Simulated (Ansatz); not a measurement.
FePt (Tetraferroplatinum) in Ansatz: the effect of target pressure

The system is FePt (Tetraferroplatinum).

```xyz
2
Lattice="2.7235 0.0000 0.0000 0.0000 2.7235 0.0000 0.0000 0.0000 3.7200" Properties=species:S:1:pos:R:3 pbc="T T T"
Pt    1.3618    1.3618    1.8600
Fe    0.0000    0.0000    0.0000
```

Alike in all runs:

* Program: Ansatz 0.2.0
* Task: relaxation of cell and atoms
* Functional: PBEsol
* Potentials or basis: all-electron LAPW, scalar-relativistic
* Basis error allowed: 0.001 eV/atom
* k mesh: 10 × 10 × 7
* Occupations: fermi-dirac, width 0.05 eV
* Spin: collinear spin, ferromagnetic start
* Starting moments: [0.0, 3.0] μB

Each run relaxes the cell or the atoms first.

```csv
target pressure,relaxed volume (Å³/atom),moment (μB)
0 GPa,13.42,3.23
5 GPa,13.16,3.20
10 GPa,?,?
20 GPa,12.51,3.15
30 GPa,12.14,3.07
```

Problem. What does the run with target pressure 10 GPa give?

Solution. Relaxed volume 12.92 Å³/atom; moment 3.19 μB.

Worked out: In Murnaghan's law V^(-B') rises as a straight line in P. The other rows fit best with B' = 3.4, V0 = 13.42 Å³/atom and B0 = 252 GPa, which gives 12.93 Å³/atom at 10 GPa, against the run's 12.92. A parabola through the other rows of the moment, of slope -0.004 μB per GPa there, gives 3.19 μB, against the run's 3.19.
